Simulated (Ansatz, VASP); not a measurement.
## Ir in VASP and in Ansatz

The input INCAR:

```
SYSTEM = Ir
PREC     = Accurate       ! precision mode
ENCUT    = 520            ! plane-wave cutoff, eV
EDIFF    = 1E-6           ! SCF threshold, eV
ISMEAR   = -1             ! smearing method
SIGMA    = 0.05           ! smearing width, eV
LREAL    = .False.        ! projectors in reciprocal space
LASPH    = .True.         ! aspherical terms in the spheres
NELM     = 60             ! most SCF steps
ALGO     = Fast           ! electronic algorithm
ISIF     = 2              ! what is computed and relaxed
LWAVE    = .False.        ! write WAVECAR
LCHARG   = .False.        ! write CHGCAR
GGA      = PE             ! functional
NBANDS   = 10             ! bands
```

KPOINTS

```
Automatic mesh
0
Gamma
  12 12 12
  0 0 0
```

POSCAR

```
Ir
1.0
    0.0000000000      1.8897103398      1.8897103398
    1.8897103398      0.0000000000      1.8897103398
    1.8897103398      1.8897103398      0.0000000000
Ir
1
Direct
    0.0000000000      0.0000000000      0.0000000000
```

Contents of input.yaml:

```yaml
crystal:
  lattice:
    - [0.0, 1.8897103398, 1.8897103398]
    - [1.8897103398, 0.0, 1.8897103398]
    - [1.8897103398, 1.8897103398, 0.0]
  atoms:
    - { symbol: Ir, position: [0.0, 0.0, 0.0] }
kpoints:
  mp_grid: { grid: [12, 12, 12] }
scf:
  occupations: { method: fermi_dirac, width: 0.05 }
hamiltonian:
  xc: pbe
  pseudopotentials: { kind: all_electron, lapw: { basis_error: 0.0005 } }
output:
  forces: true
  stress: true
  eigenvalues: true
```

Change from the starting cell: volume scaled by 0.96.

Alike in both runs: task single point; functional PBE; k mesh 12 × 12 × 12; occupations fermi-dirac, width 0.05 eV; no spin polarisation.

|  | VASP | Ansatz |
| --- | --- | --- |
| version | VASP 6.6.1 | Ansatz 0.2.0 |
| potentials or method | VASP PAW PBE potentials, release 64 (Ir) | all-electron LAPW, scalar-relativistic |
| plane-wave cutoff (eV) | 520 | see its input |

VASP gave:

* gap on the k mesh at the Fermi level (eV): none
* pressure (GPa): 30.0

**Question.** Which values does Ansatz return?

**Answer.** gap on the k mesh at the Fermi level (eV): none; pressure (GPa): 29.3.

A gap of «none» marks a metal or a gap that the smearing closes. Ansatz ran all-electron here, so the differences hold the error of VASP's frozen core and of both bases.

Caveats: so large a pressure means that the cell lies far from this level's equilibrium, or that cutoff or potentials fall short (VASP). Spin-orbit coupling is left out, which matters for the levels of Ir.
